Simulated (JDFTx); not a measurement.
## TaN under changes of volume

One of the cells (10.813 Å³/atom); the others are scaled copies at fixed shape and fractional positions:

```xyz
2
Lattice="0.0000 2.2113 2.2113 2.2113 0.0000 2.2113 2.2113 2.2113 0.0000" Properties=species:S:1:pos:R:3 pbc="T T T"
Ta    2.2113    2.2113    2.2113
N     0.0000    0.0000    0.0000
```

The cell comes from a database or a generator and needn't be the stable form of this composition.

| Property | Result |
| --- | --- |
| Program | JDFTx 1.7.0 (patched build) |
| Functional | PBEsol |
| Potentials or basis | PseudoDojo-SR-PBEsol-0.4.1-standard with smoothed tails |
| Cutoff | 1143 eV |
| Density cutoff | 9143 eV |
| k mesh | 10 × 10 × 10 |
| Occupations | fermi-dirac, width 0.05 eV |
| Spin | no spin polarisation |

| volume (Å³/atom) | energy over the lowest point (meV/atom) | pressure (GPa) |
| --- | --- | --- |
| 10.164 | 8.80 | 10.6 |
| 10.381 | 0.00 | 2.6 |
| 10.597 | 1.53 | -4.7 |
| 10.813 | 12.29 | -11.1 |
| 11.030 | 31.30 | -16.9 |
| 11.246 | ? | ? |
| 11.462 | 90.66 | -26.7 |

Problem. What does the run at 11.246 Å³/atom give?

Solution. Energy over the lowest point 57.68 meV/atom; pressure -22.1 GPa.

Worked out: A Birch-Murnaghan fit of order 3 (a polynomial in V^(-2/3)) to the other rows has its minimum at 10.45 Å³/atom with B0 = V·E''(V) = 354 GPa and B' = 4.3. It gives 57.68 meV/atom at 11.246 Å³/atom, against the run's 57.68, and -dE/dV = -22.1 GPa, against -22.1.

Energies are extrapolated to zero smearing.
